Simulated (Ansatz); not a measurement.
# InSe: stress in a strained cell

InSe is deformed so: equal xy, yz and zx engineering shear strains of +2 %. What stress and forces result, by LAPW, PAW and all-electron datasets made for the crystal?

Method: DFT PBEsol, scalar-relativistic, in Ansatz 0.2.0.

## (1) The starting structure

It takes space group C2/m (No. 12, monoclinic). The conventional cell has a = 11.736 Å, b = 4.110 Å, c = 4.610 Å, α = 90.00°, β = 110.30°, γ = 90.00°. In (site symmetry m) is surrounded by 3 Se at 2.58 to 2.78 Å and 1 In at 2.74 Å. Se (site symmetry m) is surrounded by 3 In at 2.58 to 2.78 Å.

Structure file:

```
In Se
1.0
     5.86790   -2.05500    0.00000
     5.86790    2.05500    0.00000
    -1.59942    0.00000    4.32366
In Se
2 2
Direct
  0.88400 0.88400 0.00500
  0.11600 0.11600 0.99500
  0.66000 0.66000 0.64200
  0.34000 0.34000 0.35800
```

Atoms are numbered in the order of the input: In1, In2, Se3, Se4.

## (2) The deformed structure

Space group C2/m before, P-1 after.

## (3) LAPW, all electrons

Input file input.yaml:

```yaml
crystal:
  lattice:
    - [5.8473526766, -1.9963209732, 0.0381290268]
    - [5.8884526766, 2.1136790268, 0.0792290268]
    - [-1.5561791321, 0.0272424071, 4.3076622494]
  atoms:
    - { symbol: In, position: [0.884, 0.884, 0.005] }
    - { symbol: In, position: [0.116, 0.116, 0.995] }
    - { symbol: Se, position: [0.66, 0.66, 0.642] }
    - { symbol: Se, position: [0.34, 0.34, 0.358] }
kpoints:
  mp_grid: { grid: [7, 7, 6] }
  band_path:
    path:
      - [0.0, 0.0, 0.0]
      - [0.0, 0.0, -0.5]
      - [0.0, -0.5, 0.0]
      - [0.0, 0.0, 0.0]
      - [-0.5, -0.5, 0.0]
      - [-0.5, 0.0, 0.5]
      - [0.0, 0.0, 0.0]
      - [-0.5, 0.0, 0.0]
      - [-0.5, -0.5, 0.5]
    npoints: 5
scf:
  occupations: { method: fermi_dirac, width: 0.02 }
hamiltonian:
  xc: pbesol
  pseudopotentials: { kind: all_electron, lapw: { basis_error: 0.0005 } }
output:
  forces: true
  stress: true
  eigenvalues: true
```

Command:

```bash
ansatz run input.yaml --threads 1 --pin off --max-ram 6144MiB --backend cpu --events-out ev --progress --plain --runs-dir out
```

## (4) PAW on the default files

Input file input.yaml:

```yaml
crystal:
  lattice:
    - [5.8473526766, -1.9963209732, 0.0381290268]
    - [5.8884526766, 2.1136790268, 0.0792290268]
    - [-1.5561791321, 0.0272424071, 4.3076622494]
  atoms:
    - { symbol: In, position: [0.884, 0.884, 0.005] }
    - { symbol: In, position: [0.116, 0.116, 0.995] }
    - { symbol: Se, position: [0.66, 0.66, 0.642] }
    - { symbol: Se, position: [0.34, 0.34, 0.358] }
kpoints:
  mp_grid: { grid: [7, 7, 6] }
scf:
  occupations: { method: fermi_dirac, width: 0.02 }
hamiltonian:
  xc: pbesol
  pseudopotentials: { kind: paw }
output:
  forces: true
  stress: true
  eigenvalues: true
  efg: { contact_densities: true }
```

## (5) Datasets made for this crystal

Changes to input.yaml since step 4:

```diff
@@ -16,3 +16,3 @@
   xc: pbesol
-  pseudopotentials: { kind: paw }
+  pseudopotentials: { kind: all_electron, datasets: crystal }
 output:
```

(Steps that only read results are left out.)

**Question.** What will these runs give? Wanted: pressure; largest shear or deviatoric stress.

The runs gave:

| quantity | value |
| --- | --- |
| pressure | LAPW -0.32, PAW -0.32, crystal datasets -0.32 GPa |
| largest shear or deviatoric stress (LAPW) | 1.74 GPa |

What this shows: The largest part of the stress beyond the pressure is 1.74 GPa in size, in the xx component; the atoms are carried along and not relaxed. No run of the undeformed cell stands beside it, so the pressure holds what the given cell had before the change. PAW: stress within 0.01 GPa of LAPW, forces within 1 meV/Å. Crystal datasets: stress within 0.01 GPa of LAPW, forces within 1 meV/Å.
